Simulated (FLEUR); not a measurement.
## MoS2 in FLEUR: convergence with lmax

Input of the first run (lmax 6); the others differ in this setting and in those tied to it:

Contents of inp.xml:

```xml
<?xml version="1.0" encoding="UTF-8" standalone="no"?>
<fleurInput fleurInputVersion="0.39">
   <comment>
      MoS2                                                                                                
   </comment>
   <calculationSetup>
      <cutoffs Kmax="5.44" Gmax="16.9" GmaxXC="16.9" numbands="0"/>
      <scfLoop itmax="60" minDistance="0.00001" maxIterBroyd="15" imix="Anderson" alpha="0.05" precondParam="0.0" spinf="2.0" sdNocoIR="T"/>
      <coreElectrons ctail="T" frcor="F" kcrel="0" coretail_lmax="0"/>
      <xcFunctional name="pbe" relativisticCorrections="F"/>
      <magnetism jspins="1"/>
      <soc l_soc="F" theta="0.0" phi="0.0" spav="F"/>
      <expertModes spex="0" secvar="F"/>
      <geometryOptimization l_f="T" forcealpha="1.0" forcemix="BFGS" epsdisp="0.0005" epsforce="0.0002"/>
      <ldaU l_linMix="F" mixParam="0.05" spinf="1.0"/>
   </calculationSetup>
   <cell>
      <bzIntegration valenceElectrons="26.0" mode="hist" fermiSmearingEnergy="0.00183747">
         <kPointListSelection listName="default-1"/>
         <!-- k-points included here -->
         <xi:include xmlns:xi="http://www.w3.org/2001/XInclude" href="kpts.xml"> </xi:include>
      </bzIntegration>
      <!-- symmetry operations included here -->
      <xi:include xmlns:xi="http://www.w3.org/2001/XInclude" href="sym.xml"> </xi:include>
      <bulkLattice scale="1.0">
         <bravaisMatrix>
            <row-1>    6.0990240982762058     0.0000000000000000     0.0000000000000000</row-1>
            <row-2>   -3.0495120491381029     5.2819098072880326     0.0000000000000000</row-2>
            <row-3>    0.0000000000000000     0.0000000000000000    11.9288459326171079</row-3>
         </bravaisMatrix>
      </bulkLattice>
   </cell>
   <atomSpecies>
      <species name="Molybdenum (Mo)" element="Mo" atomicNumber="42">
         <mtSphere radius="2.4" gridPoints="801" logIncrement="0.016"/>
         <atomicCutoffs lmax="6" lnonsphr="4"/>
         <electronConfig flipSpins="F">
            <coreConfig>(1s1/2) (2s1/2) (2p1/2) (2p3/2) (3s1/2) (3p1/2) (3p3/2) (3d3/2) (3d5/2)</coreConfig>
            <valenceConfig>(4s1/2) (4p1/2) (4p3/2) (5s1/2) (4d3/2) (4d5/2)</valenceConfig>
            <stateOccupation state="(5s1/2)" spinUp="0.500000" spinDown="0.500000"/>
            <stateOccupation state="(4d3/2)" spinUp="1.000000" spinDown="1.000000"/>
            <stateOccupation state="(4d5/2)" spinUp="1.500000" spinDown="1.500000"/>
         </electronConfig>
         <energyParameters s="5" p="5" d="4" f="4"/>
         <lo type="SCLO" l="0" n="4" eDeriv="0"/>
         <lo type="SCLO" l="1" n="4" eDeriv="0"/>
         <lo type="SCLO" l="1" n="4" eDeriv="1"/>
         <lo type="SCLO" l="2" n="4" eDeriv="2"/>
         <lo type="SCLO" l="3" n="4" eDeriv="2"/>
      </species>
      <species name="Sulfur (S)" element="S" atomicNumber="16">
         <mtSphere radius="1.8" gridPoints="603" logIncrement="0.019"/>
         <atomicCutoffs lmax="6" lnonsphr="4"/>
         <electronConfig flipSpins="F">
            <coreConfig>(1s1/2) (2s1/2) (2p1/2) (2p3/2)</coreConfig>
            <valenceConfig>(3s1/2) (3p1/2) (3p3/2)</valenceConfig>
            <stateOccupation state="(3p1/2)" spinUp="0.666667" spinDown="0.666667"/>
            <stateOccupation state="(3p3/2)" spinUp="1.333333" spinDown="1.333333"/>
         </electronConfig>
         <energyParameters s="3" p="3" d="3" f="4"/>
         <lo type="SCLO" l="0" n="3" eDeriv="2"/>
         <lo type="SCLO" l="1" n="3" eDeriv="2"/>
         <lo type="SCLO" l="2" n="3" eDeriv="2"/>
         <lo type="SCLO" l="3" n="4" eDeriv="2"/>
      </species>
   </atomSpecies>
   <atomGroups>
      <atomGroup species="Molybdenum (Mo)">
         <relPos label="                   1">.0000000000 .0000000000 1.000/2.000</relPos>
         <force calculate="T" relaxXYZ="TTT"/>
      </atomGroup>
      <atomGroup species="Sulfur (S)">
         <relPos label="                   2">-1.000/3.000 1.000/3.000 -.2553193200</relPos>
         <relPos label="                   3">1.000/3.000 -1.000/3.000 .2553193200</relPos>
         <force calculate="T" relaxXYZ="TTT"/>
      </atomGroup>
   </atomGroups>
   <output dos="F" band="F" slice="F">
      <checks vchk="F" cdinf="F"/>
      <bandDOS minEnergy="-.5*Htr" maxEnergy="0.5*Htr" sigma="0.015" storeEVData="T"/>
      <vacuumDOS vacdos="F" integ="F" star="F" nstars="0" locx1="0.0" locy1="0.0" locx2="0.0" locy2="0.0" nstm="0" tworkf="0.0"/>
      <unfoldingBand unfoldBand="F" supercellX="1" supercellY="1" supercellZ="1"/>
      <plotting iplot="0" polar="F">
         <plot TwoD="T" vec1="  1.0  0.0  0.0" vec2="  0.0  1.0  0.0" vec3="  0.0  0.0  1.0" zero="  0.0  0.0  0.0" file="plot"/>
      </plotting>
      <chargeDensitySlicing numkpt="0" minEigenval="0.0" maxEigenval="0.0" nnne="0" pallst="F"/>
      <specialOutput eonly="F"/>
      <moessbauerParams electricFieldGradient="T" isomerShift="T" coreHyperfine="T" valenceHyperfine="T"/>
      <magneticCircularDichroism mcd="F" energyLo="-10.0" energyUp="0.0"/>
   </output>
  <!-- We include the file relax.xml here to enable relaxations (see documentation) -->
  <xi:include xmlns:xi="http://www.w3.org/2001/XInclude" href="relax.xml"> <xi:fallback/> </xi:include>
</fleurInput>
```

File crystal.txt:

```
MoS2
&input cartesian=F /
3.2274645616  0.0000000000  0.0000000000
-1.6137322808  2.7950663001  0.0000000000
0.0000000000  0.0000000000  6.3124734200
1.8897261246
1.0 1.0 1.0

3
42 0.0000000000  0.0000000000  0.5000000000
16 0.6666666667  0.3333333333  0.7446806800
16 0.3333333333  0.6666666667  0.2553193200

&kpt div1=7 div2=7 div3=3 gamma=T /
```

Potentials or basis: all-electron, FLAPW.

Run with:

```sh
$ inpgen -f crystal.txt -profile fastHighL
$ # inp.xml edited to the form shown
$ fleur_MPI
```

Measurements of this composition are mostly on another form, of space group No. 194.

Hardware: 1 thread of Arm Neoverse V2 (shared host).

Question: The values tried are 4, 5, 6, 7, 8, 10, 12, loosest first. From which on does the energy stay within 1 meV/atom of the tightest run that finished?

Answer: From 10 on.

```
lmax  energy less the tightest run, at zero smearing (meV/atom)  largest force (eV/Å)  SCF cycles  CPU time (s)  peak memory (GiB)
   4                                              not converged                     -           -             -                  -
   5                                              not converged                     -           -             -                  -
   6                                                       0.96                 0.235          22           200                0.1
   7                                                      10.34                 0.308          22           190                0.1
   8                                                       1.92                 0.279          22           200               0.11
  10                                                      -0.01                 0.272          22           260               0.11
  12                                                       0.00                 0.272          22           290               0.11
```

Against the tightest run, the largest force stays within 0.005 eV/Å from 10 on. The tightest run that finished is the yardstick and may itself not be fully converged.
